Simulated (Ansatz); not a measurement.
**Sn: single point with RPBE**

Sn:

```
Sn
1.0
     0.00000    3.23334    3.23334
     3.23334    0.00000    3.23334
     3.23334    3.23334    0.00000
Sn
2
Direct
  0.25000 0.25000 0.25000
  0.00000 0.00000 0.00000
```

This isn't the form of Sn at room conditions, which is tetragonal (white tin).

The cell isn't the ideal one: another cell of the same crystal, with 2 atoms.

```yaml
Program: Ansatz 0.2.0
Task: single point
Functional: RPBE
Potentials_or_basis: Ansatz PAW
Cutoff: "420 eV (not typed: the program's choice for these potentials)"
k_mesh: 7 × 7 × 7
Occupations: gaussian, width 0.1 eV
Spin: no spin polarisation
```

```yaml
Pressure: 5.2 GPa
Band_gap_on_the_k_mesh: none (metal or under the smearing width)
```

Levels at points of the mesh, in eV from the Fermi level:
```tsv
k point	band 12	band 13	band 14	band 15	band 16	band 17
(0.00, 0.00, 0.00)	-0.52	0.04	0.04	0.04	2.13	2.13
```

It took 2.6 s on 2 threads of Intel(R) Xeon(R) Processor @ 2.50GHz (Skylake/Cascade Lake) (shared host), peak memory 0.34 GiB.

Caveat: the PAW data sets come from PBE, with cores solved anew for the run's functional, which leaves a small shift of forces and pressure.
